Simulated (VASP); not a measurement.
# MoH4 (I-43m) in VASP: reference runs

Aim: a first look at MoH4 with PBE, on the cell as given.

Everything below comes from runs of VASP 6.6.1. Logs are shortened: lines on timing, memory, paths and dates and some standing lists are left out, and cuts for length are marked.

## 1. Starting point

The structure is cubic, space group I-43m (No. 217). The conventional cell has a = 5.074 Å, b = 5.074 Å, c = 5.074 Å, α = 90.00°, β = 90.00°, γ = 90.00°. H (site symmetry 3m) has 1 Mo at 1.11 Å as nearest neighbours. Mo (site symmetry -43m) is surrounded by 4 H at 1.11 Å.

The cell was built by a generator and needn't be a form met in nature.

## 2. Single point, PBE

INCAR

```
PREC = Accurate ; ENCUT = 520
EDIFF = 1E-7 ; ISMEAR = -1
SIGMA = 0.05 ; LREAL = F
LASPH = T ; NELM = 80
ALGO = Normal ; ISIF = 2
LWAVE = F ; LCHARG = F
GGA = PE ; NBANDS = 17
```

KPOINTS

```
regular mesh
0
Gamma
  8 8 8
```

POSCAR

```
MoH4
1.0
   -2.5371941600      2.5371941600      2.5371941600
    2.5371941600     -2.5371941600      2.5371941600
    2.5371941600      2.5371941600     -2.5371941600
H Mo
4 1
Direct
    0.0000000000      0.0000000000      0.7463128600
    0.7463128600      0.0000000000      0.0000000000
    0.0000000000      0.7463128600      0.0000000000
    0.2536871400      0.2536871400      0.2536871400
    0.0000000000      0.0000000000      0.0000000000
```

Potentials or basis: VASP PAW PBE potentials, release 64 (H, Mo_sv).

Run with:

```console
$ cat potpaw_PBE.64/H/POTCAR potpaw_PBE.64/Mo_sv/POTCAR > POTCAR
$ mpirun -np 1 vasp_std > vasp.out
```

OUTCAR:

```text
PREC = Accurate
   ENCUT = 520
   EDIFF = 1E-7
   ISMEAR = -1
   LREAL = F
   LASPH = T
   NELM = 80
   ISIF = 2
   GGA = PE

 ion  position               nearest neighbor table
   1  0.000  0.000  0.746-   5 1.11
   2  0.746  0.000  0.000-   5 1.11
   3  0.000  0.746  0.000-   5 1.11
   4  0.254  0.254  0.254-   5 1.11
   5  0.000  0.000  0.000-   1 1.11   2 1.11   3 1.11   4 1.11

  LATTYP: Found a body centered cubic cell.
 ALAT       =     5.0743883200

  Lattice vectors:

 A1 = (  -2.5371941600,   2.5371941600,   2.5371941600)
 A2 = (   2.5371941600,  -2.5371941600,   2.5371941600)
 A3 = (   2.5371941600,   2.5371941600,  -2.5371941600)

Analysis of symmetry for initial positions (statically):
=====================================================================
 Subroutine PRICEL returns:
 Original cell was already a primitive cell.

 Routine SETGRP: Setting up the symmetry group for a
 body centered cubic supercell.

 Subroutine GETGRP returns: Found 24 space group operations
 (whereof 24 operations were pure point group operations)
 out of a pool of 48 trial point group operations.

The static configuration has the point symmetry T_d .

Analysis of symmetry for dynamics (positions and initial velocities):
=====================================================================
 Subroutine PRICEL returns:
 Original cell was already a primitive cell.

 Routine SETGRP: Setting up the symmetry group for a
 body centered cubic supercell.

 Subroutine GETGRP returns: Found 24 space group operations
 (whereof 24 operations were pure point group operations)
 out of a pool of 48 trial point group operations.

The dynamic configuration has the point symmetry T_d .

 Subroutine INISYM returns: Found 24 space group operations
 (whereof 24 operations are pure point group operations),
 and found     1 'primitive' translations

----------------------------------------------------------------------------------------

                                     Primitive cell

  volume of cell :      65.3313

  direct lattice vectors                    reciprocal lattice vectors
    -2.537194160  2.537194160  2.537194160     0.000000000  0.197068087  0.197068087
     2.537194160 -2.537194160  2.537194160     0.197068087  0.000000000  0.197068087
     2.537194160  2.537194160 -2.537194160     0.197068087  0.197068087  0.000000000

  length of vectors
     4.394549194  4.394549194  4.394549194     0.278696362  0.278696362  0.278696362

  position of ions in fractional coordinates (direct lattice)
     0.000000000  0.000000000  0.746312860
     0.746312860  0.000000000  0.000000000
     0.000000000  0.746312860  0.000000000
     0.253687140  0.253687140  0.253687140
     0.000000000  0.000000000  0.000000000

  ion indices of the primitive-cell ions
   primitive index   ion index
                 1           1
                 2           2
                 3           3
                 4           4
                 5           5

----------------------------------------------------------------------------------------

 KPOINTS: regular mesh

Automatic generation of k-mesh.
 Grid dimensions read from file:
 generate k-points for:    8    8    8

 Generating k-lattice:

  Cartesian coordinates                     Fractional coordinates (reciprocal lattice)
     0.000000000  0.024633511  0.024633511     0.125000000  0.000000000  0.000000000
     0.024633511  0.000000000  0.024633511     0.000000000  0.125000000  0.000000000
     0.024633511  0.024633511  0.000000000     0.000000000  0.000000000  0.125000000

  Length of vectors
     0.034837045  0.034837045  0.034837045

  Shift w.r.t. Gamma in fractional coordinates (k-lattice)
     0.000000000  0.000000000  0.000000000

 Subroutine IBZKPT returns following result:
 ===========================================

 Found     29 irreducible k-points:

 Following reciprocal coordinates:
            Coordinates               Weight
  0.000000  0.000000  0.000000      1.000000
  0.125000  0.000000  0.000000     12.000000
  0.250000  0.000000  0.000000     12.000000
  0.375000  0.000000  0.000000     12.000000
  0.500000  0.000000  0.000000      6.000000
  0.125000  0.125000  0.000000     24.000000
[... 16 lines left out ...]
 -0.250000  0.250000  0.250000      6.000000
 -0.375000  0.375000  0.250000     24.000000
 [... further k-points ...]
   k-points           NKPTS =     29   k-points in BZ     NKDIM =     29   number of bands    NBANDS=     17
   number of dos      NEDOS =    301   number of ions     NIONS =      5
   total plane-waves  NPLWV =  46656
   dimension x,y,z NGX =    36 NGY =   36 NGZ =   36
   dimension x,y,z NGXF=    72 NGYF=   72 NGZF=   72
   ions per type =               4   1
   NGX,Y,Z   is equivalent  to a cutoff of  13.62, 13.62, 13.62 a.u.
   NGXF,Y,Z  is equivalent  to a cutoff of  27.24, 27.24, 27.24 a.u.
 SYSTEM =  unknown system
   PREC   = accura    normal or accurate (medium, high low for compatibility)
   ISTART =      0    job   : 0-new  1-cont  2-samecut
   ICHARG =      2    charge: 1-file 2-atom 10-const
   ISPIN  =      1    spin polarized calculation?
   LNONCOLLINEAR =      F non collinear calculations
   LSORBIT =      F    spin-orbit coupling
   LASPH  =      T    aspherical Exc in radial PAW
   ENCUT  =  520.0 eV  38.22 Ry    6.18 a.u.   8.17  8.17  8.17*2*pi/ulx,y,z
   NELM   =     80;   NELMIN=  2; NELMDL= -5     # of ELM steps
   EDIFF  = 0.1E-06   stopping-criterion for ELM
   LREAL  =      F    real-space projection
   EDIFFG = 0.1E-05   stopping-criterion for IOM
   NSW    =      0    number of steps for IOM
   IBRION =     -1    ionic relax: 0-MD 1-quasi-New 2-CG
   NFREE  =      0    steps in history (QN), initial steepest desc. (CG)
   ISIF   =      2    stress and relaxation
   ISYM   =      2    0-nonsym 1-usesym 2-fastsym
   POTIM  = 0.5000    time-step for ionic-motion
   TEBEG  =    0.0;   TEEND  =   0.0 temperature during run
   PSTRESS=    0.0 pullay stress
   NELECT =      18.0000    total number of electrons
   NUPDOWN=      -1.0000    fix difference up-down
   EMIN   =  10.00;   EMAX   =-10.00  energy-range for DOS
   EFERMI =   0.00;   METHOD = LEGACY
   ISMEAR =    -1;   SIGMA  =   0.05  broadening in eV -4-tet -1-fermi 0-gaus
   EFERMI_NEDOS =   21; number of points for ismear=-14 and -15
   IALGO  =     38    algorithm
   IMIX   =      4    mixing-type and parameters
     AMIX     =   0.40;   BMIX     =  1.00
     AMIX_MAG =   1.60;   BMIX_MAG =  1.00
  volume/ion in A,a.u.               =      13.07        88.18
  Fermi-wavevector in a.u.,A,eV,Ry     =   1.065267  2.013063 15.439818  1.134795
  Thomas-Fermi vector in A             =   2.200813
   LORBIT       =      0    0 simple, 1 ext, 2 COOP (PROOUT), +10 PAW based schemes
   GGA     = PE    functional components
   LHFCALC =     F    Hartree Fock is set to
   AEXX    =    0.0000 exact exchange contribution
   IVDW    =     0    specifies the selected vdW correction
   LEPSILON=     F    determine dielectric tensor
   LRPA    =     F    only Hartree local field effects (RPA)
 non-spin polarized calculation
  energy-cutoff  :      520.00
  volume of cell :       65.33
 maximum number of plane-waves:      1830
 NGX is ok and might be reduce to    36
   NGX = 17   NGY = 17   NGZ = 17

 number of electron      17.9999998 magnetization

 Free energy of the ion-electron system (eV)
  ---------------------------------------------------
  ext. energy  EPLUGINS =         0.00000000
  ---------------------------------------------------
  free energy    TOTEN  =         1.61344920 eV

  energy without entropy =        1.67058805  energy(sigma->0) =        1.64201862

 E-fermi :   0.4064     XC(G=0):  -7.0800

 val. band max:        0.4057196629   @ k =   0.2500   0.1250   0.0000
 cond. band min:       0.4315862929   @ k =   0.3750   0.2500   0.0000
 fundamental gap:      0.0258666299
 Fermi energy:         0.4064116566

 k-point     1 :       0.0000    0.0000    0.0000
  band No.  band energies     occupation
      1     -59.6399      2.00000
      2     -34.6941      2.00000
      3     -34.6941      2.00000
      4     -34.6941      2.00000
      5      -4.5743      2.00000
      6      -4.4597      2.00000
[... 9 lines left out ...]
     16      10.3967      0.00000
     17      10.3967      0.00000

 k-point     2 :       0.1250    0.0000    0.0000
  band No.  band energies     occupation
      1     -59.6398      2.00000
      2     -34.6954      2.00000
      3     -34.6947      2.00000
      4     -34.6942      2.00000
      5      -4.5482      2.00000
      6      -4.4739      2.00000
[... 9 lines left out ...]
     16      10.2796      0.00000
     17      10.3731      0.00000

 k-point     3 :       0.2500    0.0000    0.0000
  band No.  band energies     occupation
      1     -59.6396      2.00000
      2     -34.6984      2.00000
      3     -34.6959      2.00000
      4     -34.6941      2.00000
      5      -4.5201      2.00000
      6      -4.5076      2.00000
[... 9 lines left out ...]
     16      10.5953      0.00000
     17      11.1511      0.00000

 k-point     4 :       0.3750    0.0000    0.0000
  band No.  band energies     occupation
      1     -59.6395      2.00000
      2     -34.7014      2.00000
      3     -34.6972      2.00000
      4     -34.6940      2.00000
      5      -4.5410      2.00000
      6      -4.5198      2.00000
[... 9 lines left out ...]
     16      11.0364      0.00000
     17      11.6124      0.00000
[... 343 lines left out ...]
      1     -59.6394      2.00000
      2     -34.6983      2.00000
      3     -34.6983      2.00000
      4     -34.6983      2.00000
      5      -4.4033      2.00000
      6      -4.4033      2.00000
[... 9 lines left out ...]
     16      12.4633      0.00000
     17      12.4876      0.00000

 k-point    23 :      -0.2500    0.2500    0.2500
  band No.  band energies     occupation
      1     -59.6395      2.00000
      2     -34.6984      2.00000
      3     -34.6978      2.00000
      4     -34.6978      2.00000
      5      -4.3616      2.00000
      6      -4.3356      2.00000
[... 9 lines left out ...]
     16      11.5320      0.00000
     17      11.9225      0.00000

 k-point    24 :      -0.3750    0.3750    0.2500
  band No.  band energies     occupation
      1     -59.6394      2.00000
      2     -34.7010      2.00000
      3     -34.6991      2.00000
      4     -34.6979      2.00000
      5      -4.3573      2.00000
      6      -4.2962      2.00000
[... 9 lines left out ...]
     16      10.6656      0.00000
     17      12.1488      0.00000

 [... further k-points ...]

------------------------ aborting loop because EDIFF is reached ----------------------------------------

  FORCE on cell =-STRESS in cart. coord.  units (eV):
  Direction    XX          YY          ZZ          XY          YZ          ZX
  --------------------------------------------------------------------------------------
  -------------------------------------------------------------------------------------
  Total       39.3901407     39.3901407     39.3901407      0.0000000     -0.0000000     -0.0000000
  in kB      965.9997491    965.9997491    965.9997491      0.0000000     -0.0000000     -0.0000000
  external PRESSURE =     965.9997491 kB  Pullay stress =       0.0000000 kB

 VOLUME and BASIS-vectors are now :
 -----------------------------------------------------------------------------
  energy-cutoff  :      520.00
  volume of cell :       65.33
      direct lattice vectors                 reciprocal lattice vectors
    -2.537194160  2.537194160  2.537194160     0.000000000  0.197068087  0.197068087
     2.537194160 -2.537194160  2.537194160     0.197068087  0.000000000  0.197068087
     2.537194160  2.537194160 -2.537194160     0.197068087  0.197068087  0.000000000

 POSITION                                       TOTAL-FORCE (eV/Angst)
 -----------------------------------------------------------------------------------
      1.89354      1.89354     -1.89354       -15.748907    -15.748907     15.748907
     -1.89354      1.89354      1.89354        15.748907    -15.748907    -15.748907
      1.89354     -1.89354      1.89354       -15.748907     15.748907    -15.748907
      0.64365      0.64365      0.64365        15.748907     15.748907     15.748907
      0.00000      0.00000      0.00000         0.000000     -0.000000     -0.000000
 -----------------------------------------------------------------------------------
    total drift:                                0.000001      0.000001      0.000001

  FREE ENERGIE OF THE ION-ELECTRON SYSTEM (eV)
  ---------------------------------------------------
  free  energy   TOTEN  =         1.6134492030 eV

  energy  without entropy=        1.6705880461  energy(sigma->0) =        1.64201862
```

It took 21 s on 1 thread of Intel Xeon Platinum 8488C (Sapphire Rapids), shared host; peak memory 0.21 GiB.

Results:

```
Free energy            : 1.6134 eV
Pressure               : 96.6 GPa
Largest force          : 27.278 eV/Å
Band gap on the k mesh : none (metal or under the smearing width)
```

Forces on the atoms (eV/Å):
```
H   -15.749 -15.749  15.749
H    15.749 -15.749 -15.749
H   -15.749  15.749 -15.749
H    15.749  15.749  15.749
Mo    0.000   0.000   0.000
```

Caveat: a pressure of tens of GPa on the cell as given is suspect, and the run, the potentials or the cell itself is likely at fault; forces of over 1 eV/Å show positions far from the minimum, so gaps and moduli don't describe the material at rest.
